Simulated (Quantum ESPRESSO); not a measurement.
Cu2O (Cuprite):

```
Cu O
1.0
     4.26000    0.00000    0.00000
     0.00000    4.26000    0.00000
     0.00000    0.00000    4.26000
Cu O
4 2
Direct
  0.75000 0.25000 0.75000
  0.75000 0.75000 0.25000
  0.25000 0.75000 0.75000
  0.25000 0.25000 0.25000
  0.50000 0.50000 0.50000
  0.00000 0.00000 0.00000
```

Base run:

| Item | Value |
| --- | --- |
| Program | Quantum ESPRESSO 7.5 |
| Functional | LDA |
| Potentials or basis | SSSP 1.3 efficiency PBE |
| Cutoff | 748 eV |
| Density cutoff | 5987 eV |
| k mesh | 6 × 6 × 6 |
| Occupations | fermi-dirac, width 0.05 eV |
| Spin | no spin polarisation |
| Hubbard terms | Cu d U = 1 eV |

Its results: band gap on the k mesh 0.61 eV, direct; pressure -7.3 GPa.

Q: The run is repeated on the same cell with these changes: hubbard terms from Cu d U = 1 eV to Cu d U = 8 eV. What comes out?

A: Band gap on the k mesh 1.05 eV, direct; pressure -0.5 GPa.

Caveats: the potentials were made for another functional, which shifts forces and pressure.

A k mesh can miss the band edges.
